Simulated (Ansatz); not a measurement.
# NaF: the cell at several levels of theory

The task here is to estimate one member of a computed series from the others.

The runs shown are made with Ansatz 0.2.0. PAW datasets, plane waves, zero pressure. No spin polarisation and no zero-point or thermal motion; the cell was built from a prototype and may be hypothetical.

**The system as given**

This is the cell as the run starts from it, not yet at rest; its lengths are not the crystal's.

The symmetry is P6_3/mmc (No. 194, hexagonal); conventional cell a = 3.384 Å, c = 4.230 Å, 10.49 Å³ an atom. Near Na stand 5 F at 1.95–2.11 Å; near F stand 5 Na at 1.95–2.11 Å.

Coordinates:

```
CELL_PARAMETERS angstrom
3.38398 0.00000 0.00000
-1.69199 2.93061 0.00000
0.00000 0.00000 4.22975
ATOMIC_POSITIONS crystal
Na 0.33333 0.66667 0.25000
Na 0.66667 0.33333 0.75000
F 0.66667 0.33333 0.25000
F 0.33333 0.66667 0.75000
```

Set-up of the first run:

Input file input.yaml:

```yaml
crystal:
  lattice:
    - [3.3839770314, 0.0, 0.0]
    - [-1.6919885157, 2.930610075, 0.0]
    - [0.0, 0.0, 4.2297465]
  atoms:
    - { symbol: Na, position: [0.3333333333, 0.6666666667, 0.25] }
    - { symbol: Na, position: [0.6666666667, 0.3333333333, 0.75] }
    - { symbol: F, position: [0.6666666667, 0.3333333333, 0.25] }
    - { symbol: F, position: [0.3333333333, 0.6666666667, 0.75] }
kpoints:
  mp_grid: { grid: [12, 12, 6] }
hamiltonian:
  xc: pbe
scf:
  occupations: { method: fermi_dirac, width: 0.02 }
relax:
  f_tol: 0.005
  cell: {}
```

The run is started by

```
$ ansatz run input.yaml --threads 2 --pin off --max-ram 2211MiB --backend cpu --events-out ev --progress --plain --runs-dir out
```

Steps of the session up to this table: Relaxing with PBE; Relaxation with r2SCAN; Relaxing with PBEsol; LDA: cell and atoms; Relaxing with HSE06.

One of the session's tables, all rows but one given; the rest of the session is left out.

It belongs to the step «The cells side by side». 

```
 level  a (Å)  c (Å)  volume (Å³/atom)
   PBE  3.941  4.656            15.654
r2SCAN  3.868  4.551            14.744
PBEsol  3.893  4.584            15.042
   LDA      ?      ?                 ?
 HSE06  3.896  4.593            15.097
```

Q: Estimate the row for LDA from the others.

**Answer.** a (Å): 3.793; c (Å): 4.460; volume (Å³/atom): 13.896. In the column «a (Å)» it is the lowest.

What this shows: From the start to the first minimum the volume moved by +49.3 %. LDA gives the smallest cell and PBE the largest; they differ by 12.7 % in volume, a mean of 4.1 % in length. The meshes differ: PBE 12×12×6, r2SCAN 6×6×6, PBEsol 6×6×6, LDA 6×6×6, HSE06 6×6×4.
